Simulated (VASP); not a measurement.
# CoO (Fm-3m) in VASP: further runs

Aim: see how the results for CoO move with the level of theory and the settings. Levels: SCAN+D4+U, PBE+TS+U, PBE. Tasks: electron localisation function, electric field gradients, optical spectrum, density of states.

Program: VASP 6.6.1. These are calculated values, not measurements. Logs are shortened: lines on timing, memory, paths and dates and some standing lists are left out, and cuts for length are marked.

### Step 1. Starting point

Symmetry: Fm-3m, No. 225, cubic system. The conventional cell has a = 4.263 Å, b = 4.263 Å, c = 4.263 Å, α = 90.00°, β = 90.00°, γ = 90.00°. Co (site symmetry m-3m) is surrounded by 6 O at 2.13 Å. O (site symmetry m-3m) is surrounded by 6 Co at 2.13 Å.

### Step 2. Electron localisation function, SCAN+D4+U, collinear spin, ferromagnetic start (volume scaled by 1.15)

Contents of INCAR:

```
PREC = Accurate
ENCUT = 520
EDIFF = 1E-7
ISMEAR = 0
SIGMA = 0.05
LREAL = F
LASPH = T
NELM = 100
ALGO = Normal
ISIF = 2
LWAVE = F
LCHARG = T
ISPIN = 2
MAGMOM = 2 0
LORBIT = 11
LMAXMIX = 4
LDAU = T
LDAUTYPE = 2
LDAUL = 2 -1
LDAUU = 6 0
LDAUJ = 0 0
LDAUPRINT = 1
METAGGA = SCAN
LMIXTAU = T
IVDW = 13
LELF = T
```

Contents of KPOINTS:

```
regular mesh
0
Gamma
  11 11 11
```

Contents of POSCAR:

```
CoO
3.1582
    0.000000000000      0.707095903553      0.707095903553
    0.707095903553      0.000000000000      0.707095903553
    0.707095903553      0.707095903553      0.000000000000
Co O
1 1
Direct
    0.0000000000      0.0000000000      0.0000000000
    0.5000000000      0.5000000000      0.5000000000
```

Potentials or basis: VASP PAW PBE potentials, release 64 (Co, O).

On the command line:

```sh
cat potpaw_PBE.64/Co/POTCAR potpaw_PBE.64/O/POTCAR > POTCAR
mpirun -np 1 vasp_std > vasp.out
```

OUTCAR:

```text
PREC = Accurate
   ENCUT = 520
   EDIFF = 1E-7
   ISMEAR = 0
   LREAL = F
   LASPH = T
   NELM = 100
   ISIF = 2
   ISPIN = 2
   LORBIT = 11
   METAGGA = SCAN
   IVDW = 13

 ion  position               nearest neighbor table
   1  0.000  0.000  0.000-   2 2.23   2 2.23   2 2.23   2 2.23   2 2.23   2 2.23
   2  0.500  0.500  0.500-   1 2.23   1 2.23   1 2.23   1 2.23   1 2.23   1 2.23

  LATTYP: Found a face centered cubic cell.
 ALAT       =     4.4663005652

  Lattice vectors:

 A1 = (   0.0000000000,   2.2331502826,   2.2331502826)
 A2 = (   2.2331502826,   0.0000000000,   2.2331502826)
 A3 = (   2.2331502826,   2.2331502826,   0.0000000000)

Analysis of symmetry for initial positions (statically):
=====================================================================
 Subroutine PRICEL returns:
 Original cell was already a primitive cell.

 Routine SETGRP: Setting up the symmetry group for a
 face centered cubic supercell.

 Subroutine GETGRP returns: Found 48 space group operations
 (whereof 48 operations were pure point group operations)
 out of a pool of 48 trial point group operations.

The static configuration has the point symmetry O_h .

Analysis of symmetry for dynamics (positions and initial velocities):
=====================================================================
 Subroutine PRICEL returns:
 Original cell was already a primitive cell.

 Routine SETGRP: Setting up the symmetry group for a
 face centered cubic supercell.

 Subroutine GETGRP returns: Found 48 space group operations
 (whereof 48 operations were pure point group operations)
 out of a pool of 48 trial point group operations.

The dynamic configuration has the point symmetry O_h .

Analysis of structural, dynamic, and magnetic symmetry:
=====================================================================
 Subroutine PRICEL returns:
 Original cell was already a primitive cell.

 Routine SETGRP: Setting up the symmetry group for a
 face centered cubic supercell.

 Subroutine GETGRP returns: Found 48 space group operations
 (whereof 48 operations were pure point group operations)
 out of a pool of 48 trial point group operations.

The overall configuration has the point symmetry O_h .
[... 180 lines left out ...]
  o =  0.9749  v =  0.0000 -0.9319 -0.0000 -0.3626  0.0000  0.0000  0.0000  0.0000  0.0000  0.0000      0.0000  0.0000  0.0000  0.0000  0.0000  0.0000  0.0000  0.0000  0.0000  0.0000
  o =  0.9749  v =  1.0000  0.0000  0.0000  0.0000  0.0000  0.0000  0.0000  0.0000  0.0000  0.0000      0.0000  0.0000  0.0000  0.0000  0.0000  0.0000  0.0000  0.0000  0.0000  0.0000
  o =  1.0085  v =  0.0000  0.0000 -1.0000  0.0000 -0.0066  0.0000  0.0000  0.0000  0.0000  0.0000      0.0000  0.0000  0.0000  0.0000  0.0000  0.0000  0.0000  0.0000  0.0000  0.0000
  o =  1.0085  v =  0.0000  0.0000 -0.0066 -0.0000  1.0000  0.0000  0.0000  0.0000  0.0000  0.0000      0.0000  0.0000  0.0000  0.0000  0.0000  0.0000  0.0000  0.0000  0.0000  0.0000

 number of electron      15.0000003 magnetization       3.0000026

 Free energy of the ion-electron system (eV)
  ---------------------------------------------------
  ext. energy  EPLUGINS =         0.00000000
  ---------------------------------------------------
  free energy    TOTEN  =       -22.24497366 eV

  energy without entropy =      -22.23549659  energy(sigma->0) =      -22.24023512

 E-fermi :   4.6947     XC(G=0): -12.2092

 val. band max:        4.6931352662   @ k =  -0.2727   0.0909   0.0000
 cond. band min:       4.6954302502   @ k =   0.3636   0.0000   0.0000
 fundamental gap:      0.0022949840
 Fermi energy:         4.6946951756

 spin component 1

 k-point     1 :       0.0000    0.0000    0.0000
  band No.  band energies     occupation
      1     -14.2101      1.00000
      2      -0.9401      1.00000
      3      -0.9381      1.00000
      4      -0.0443      1.00000
      5      -0.0424      1.00000
      6      -0.0422      1.00000
      7       3.2222      1.00000
      8       3.2223      1.00000
      9       3.2224      1.00000
     10       6.5439      0.00000
     11      22.0329      0.00000
     12      22.0368      0.00000
[... 697 lines left out ...]
      1     -13.2241      1.00000
      2       0.8127      1.00000
      3       2.0841      1.00000
      4       3.0929      1.00000
      5       4.0425      1.00000
      6       4.6075      0.99317
      7       4.7797      0.00808
      8       9.9954      0.00000
      9      11.5166      0.00000
     10      11.5824      0.00000
     11      17.6814      0.00000
     12      18.8059      0.00000

 [... further k-points ...]

------------------------ aborting loop because EDIFF is reached ----------------------------------------

  DFT-D4 for vdW energy calculation

  Edisp (eV):   -0.17257

  FORCE on cell =-STRESS in cart. coord.  units (eV):
  Direction    XX          YY          ZZ          XY          YZ          ZX
  --------------------------------------------------------------------------------------
  -------------------------------------------------------------------------------------
  Total      -3.01788    -3.01788    -3.01788    -0.00000     0.00000    -0.00000
  in kB    -217.08409  -217.08409  -217.08409    -0.00000     0.00000    -0.00000
  external pressure =     -217.08 kB  Pullay stress =        0.00 kB

 VOLUME and BASIS-vectors are now :
 -----------------------------------------------------------------------------
  energy-cutoff  :      520.00
  volume of cell :       22.27
      direct lattice vectors                 reciprocal lattice vectors
     0.000000000  2.233150283  2.233150283    -0.223898948  0.223898948  0.223898948
     2.233150283  0.000000000  2.233150283     0.223898948 -0.223898948  0.223898948
     2.233150283  2.233150283  0.000000000     0.223898948  0.223898948 -0.223898948

 POSITION                                       TOTAL-FORCE (eV/Angst)
 -----------------------------------------------------------------------------------
      0.00000      0.00000      0.00000         0.000000      0.000000      0.000000
      2.23315      2.23315      2.23315        -0.000000     -0.000000     -0.000000
 -----------------------------------------------------------------------------------
    total drift:                                0.000000     -0.000000     -0.000000

  FREE ENERGIE OF THE ION-ELECTRON SYSTEM (eV)
  ---------------------------------------------------
  free  energy   TOTEN  =       -22.4175397632 eV

  energy  without entropy=      -22.4080626928  energy(sigma->0) =      -22.41280123

 total charge

# of ion       s       p       d       tot
------------------------------------------
    1        0.256   0.276   7.099   7.631
    2        1.562   3.409   0.000   4.972
--------------------------------------------------
tot          1.818   3.685   7.099  12.602

 magnetization (x)

# of ion       s       p       d       tot
------------------------------------------
    1        0.024   0.017   2.761   2.802
    2        0.015   0.196   0.000   0.212
--------------------------------------------------
tot          0.040   0.213   2.761   3.013
```

OSZICAR:

```text
N       E                     dE             d eps       ncg     rms          rms(c)
DAV:   1     0.793741417137E+02    0.79374E+02   -0.71870E+03  2704   0.141E+03
DAV:   2    -0.187085277962E+02   -0.98083E+02   -0.86927E+02  2876   0.279E+02
[... 12 lines left out ...]
DAV:  15    -0.222449705072E+02    0.15859E-05   -0.20464E-05  2836   0.642E-02    0.101E-02
DAV:  16    -0.222449703833E+02    0.12387E-06   -0.94387E-07  3764   0.131E-02    0.571E-03
DAV:  17    -0.222449717589E+02   -0.13756E-05   -0.13301E-06  2884   0.186E-02    0.200E-03
DAV:  18    -0.222449743677E+02   -0.26088E-05   -0.19343E-07  2344   0.689E-03    0.581E-04
DAV:  19    -0.222449737506E+02    0.61709E-06   -0.16149E-08  1508   0.204E-03    0.159E-04
DAV:  20    -0.222449736594E+02    0.91204E-07   -0.32514E-09  1508   0.120E-03
   1 F= -.22417540E+02 E0= -.22412801E+02  d E =-.947707E-02  mag=     3.0000
```

stdout:

```text
POSCAR found type information on POSCAR CoO
 POSCAR found :  2 types and       2 ions
 scaLAPACK will be used
 -----------------------------------------------------------------------------
|                                                                             |
|                                                                             |
|     You enforced a specific xc type in the INCAR file but a different       |
|     I HOPE YOU KNOW WHAT YOU ARE DOING!                                     |
|                                                                             |
 -----------------------------------------------------------------------------

 LDA part: xc-table for (None), standard interpolation
 POSCAR, INCAR and KPOINTS ok, starting setup
 FFT: planning ... GRIDC
 FFT: planning ... GRID_SOFT
 FFT: planning ... GRID
 WAVECAR not read
 entering main loop
```

Wall time 91 s (1 thread of Intel Xeon Platinum 8488C (Sapphire Rapids), shared host); peak memory 0.17 GiB.

What came out:

```yaml
Free_energy: -22.4175 eV
Pressure: -21.7 GPa
Band_gap_on_the_k_mesh: none (metal or under the smearing width)
Net_moment: 3.00 μB per cell
Site_moments: Co +2.80; O +0.21 μB
Valence_electrons_inside_the_program's_atomic_spheres: Co 7.63; O 4.97
Dispersion_energy_per_atom: -0.086 eV
```

Eigenvalues of the final occupation matrices:
```csv
site,spin,trace,eigenvalues
site 1 d,1,4.94,0.97 0.97 0.97 1.01 1.01
site 1 d,2,2.18,0.06 0.06 0.69 0.69 0.69
```

Caveat: the PAW data sets were made with another functional, which shifts forces and pressure a little; a cell with one magnetic atom can't hold antiferromagnetic order, which such compounds often take; pairwise dispersion overbinds metals, which lowers pressure and volume. The state reached can hang on the start; a lower one may exist.

### Step 3. Electric field gradients, PBE+TS+U, collinear spin, ferromagnetic start (atoms moved at random, drawn with an rms of 0.02 Å)

Contents of INCAR:

```
SYSTEM = CoO
ALGO = Normal
EDIFF = 1E-8
ENCUT = 500
GGA = PE
ISIF = 2
ISMEAR = 0
ISPIN = 2
IVDW = 2
LASPH = .True.
LCHARG = .False.
LDAU = .True.
LDAUJ = 0 0
LDAUL = 2 -1
LDAUPRINT = 1
LDAUTYPE = 2
LDAUU = 3.5 0
LEFG = .True.
LMAXMIX = 4
LORBIT = 11
LREAL = .False.
LWAVE = .False.
MAGMOM = 2 0
NELM = 120
PREC = Accurate
SIGMA = 0.05
```

Contents of KPOINTS:

```
k-points
0
Gamma
  11 11 11
  0 0 0
```

Contents of POSCAR:

```
CoO
1.0
    0.0000000000      2.1315000000      2.1315000000
    2.1315000000      0.0000000000      2.1315000000
    2.1315000000      2.1315000000      0.0000000000
Co O
1 1
Direct
    0.0066270000     -0.0053470000     -0.0002310000
    0.4976240000      0.4959150000      0.4994050000
```

Potentials or basis: VASP PAW PBE potentials, release 64 (Co, O).

On the command line:

```sh
cat potpaw_PBE.64/Co/POTCAR potpaw_PBE.64/O/POTCAR > POTCAR
mpirun -np 1 vasp_std > vasp.out
```

OUTCAR:

```text
SYSTEM = CoO
   EDIFF = 1E-8
   ENCUT = 500
   GGA = PE
   ISIF = 2
   ISMEAR = 0
   ISPIN = 2
   IVDW = 2
   LASPH = .True.
   LORBIT = 11
   LREAL = .False.
   NELM = 120
   PREC = Accurate
  IVDW =   2

 ion  position               nearest neighbor table
   1  0.007  0.995  1.000-   2 2.11   2 2.12   2 2.13   2 2.13   2 2.15   2 2.15
   2  0.498  0.496  0.499-   1 2.11   1 2.12   1 2.13   1 2.13   1 2.15   1 2.15

  LATTYP: Found a face centered cubic cell.
 ALAT       =     4.2630000000

  Lattice vectors:

 A1 = (   0.0000000000,   2.1315000000,   2.1315000000)
 A2 = (   2.1315000000,   0.0000000000,   2.1315000000)
 A3 = (   2.1315000000,   2.1315000000,   0.0000000000)

Analysis of symmetry for initial positions (statically):
=====================================================================
 Subroutine PRICEL returns:
 Original cell was already a primitive cell.

 Routine SETGRP: Setting up the symmetry group for a
 face centered cubic supercell.

[... 1001 lines left out ...]
    total drift:                                0.000162     -0.000066      0.000060

  FREE ENERGIE OF THE ION-ELECTRON SYSTEM (eV)
  ---------------------------------------------------
  free  energy   TOTEN  =       -11.9920254926 eV

  energy  without entropy=      -11.9889614581  energy(sigma->0) =      -11.99049348

 Electric field gradients (V/A^2)
---------------------------------------------------------------------
 ion       V_xx      V_yy      V_zz      V_xy      V_xz      V_yz
---------------------------------------------------------------------
   1     141.840   -70.941   -70.900     0.027     0.008    -0.106
   2      13.571    -6.783    -6.788     0.003     0.000    -0.016
---------------------------------------------------------------------

 Electric field gradients after diagonalization (V/A^2)
 (convention: |V_zz| > |V_xx| > |V_yy|)
----------------------------------------------------------------------
 ion       V_xx      V_yy      V_zz     asymmetry (V_yy - V_xx)/ V_zz
----------------------------------------------------------------------
   1     -71.028   -70.812   141.840       0.002
   2      -6.802    -6.769    13.571       0.002
----------------------------------------------------------------------

           NMR quadrupolar parameters

 Cq : quadrupolar parameter    Cq=e*Q*V_zz/h
 eta: asymmetry parameters     (V_yy - V_xx)/ V_zz
 Q  : nuclear electric quadrupole moment in mb (millibarn)
----------------------------------------------------------------------
 ion       Cq(MHz)       eta       Q (mb)
----------------------------------------------------------------------
   1       0.343       0.002       1.000
   2       0.033       0.002       1.000
----------------------------------------------------------------------

 total charge

# of ion       s       p       d       tot
------------------------------------------
    1        0.300   0.364   7.125   7.789
    2        1.553   3.452   0.000   5.006
--------------------------------------------------
tot          1.853   3.816   7.125  12.795

 magnetization (x)

# of ion       s       p       d       tot
------------------------------------------
    1        0.020   0.018   2.714   2.751
    2        0.023   0.214   0.000   0.236
--------------------------------------------------
tot          0.043   0.231   2.714   2.988
```

OSZICAR:

```text
N       E                     dE             d eps       ncg     rms          rms(c)
DAV:   1     0.862126541966E+02    0.86213E+02   -0.71167E+03 32688   0.140E+03
DAV:   2    -0.625640778047E+01   -0.92469E+02   -0.82146E+02 33756   0.276E+02
DAV:   3    -0.125879980545E+02   -0.63316E+01   -0.61931E+01 36040   0.858E+01
[... 30 lines left out ...]
DAV:  34    -0.114057294462E+02   -0.13567E-06   -0.12721E-05 42644   0.268E-02    0.606E-04
DAV:  35    -0.114057295395E+02   -0.93302E-07   -0.61632E-05 43040   0.596E-02    0.550E-04
DAV:  36    -0.114057296776E+02   -0.13815E-06   -0.37187E-06 48428   0.143E-02    0.288E-04
DAV:  37    -0.114057296972E+02   -0.19564E-07   -0.13936E-06 35036   0.874E-03    0.179E-04
DAV:  38    -0.114057297045E+02   -0.73594E-08   -0.56315E-08 31588   0.195E-03
   1 F= -.11992025E+02 E0= -.11990493E+02  d E =-.306403E-02  mag=     3.0000
```

Wall time 7.7 min (1 thread of Intel Xeon Platinum 8488C (Sapphire Rapids), shared host); peak memory 0.39 GiB.

Results:

```yaml
Free_energy: -11.9920 eV
Pressure: -6.8 GPa
Largest_force: 0.112 eV/Å
Band_gap_on_the_k_mesh: none (metal or under the smearing width)
Net_moment: 3.00 μB per cell
Site_moments: Co +2.75; O +0.24 μB
Valence_electrons_inside_the_program's_atomic_spheres: Co 7.79; O 5.01
Hirshfeld_charges: Co +0.37; O -0.37 e
Dispersion_energy_per_atom: -0.293 eV
```

Forces on the atoms (eV/Å):
```
Co   0.009 -0.086 -0.071
O   -0.009  0.086  0.071
```

Levels at points of the mesh, in eV from the Fermi level:
Spin up:
```tsv
k point	band 7	band 8	band 9	band 10	band 11	band 12
(0.00, 0.00, 0.00)	-2.75	-2.62	-2.62	1.23	17.05	17.18
```
Spin down:
```csv
k point,band 2,band 3,band 4,band 5,band 6,band 7,band 8,band 9,band 10,band 11
"(0.00, 0.00, 0.00)",-2.63,-2.27,-2.21,-2.17,-0.99,-0.98,1.07,1.75,1.78,16.93
```

Electric field gradients, principal values (V/Å²):
| atom | Vxx | Vyy | Vzz |
| --- | --- | --- | --- |
| 1 Co | -70.812 | -71.028 | 141.840 |
| 2 O | -6.769 | -6.802 | 13.571 |

Eigenvalues of the final occupation matrices:
| site | spin | trace | eigenvalues |
| --- | --- | --- | --- |
| site 1 d | 1 | 4.93 | 0.97 0.97 0.97 1.01 1.01 |
| site 1 d | 2 | 2.22 | 0.13 0.15 0.49 0.49 0.96 |

Caveat: atom-pairwise D2, TS and ULG terms overbind metals; a cell with one magnetic atom can't hold antiferromagnetic order, which such compounds often take; pairwise dispersion overbinds metals, which lowers pressure and volume.

[end of part 1 of 3]
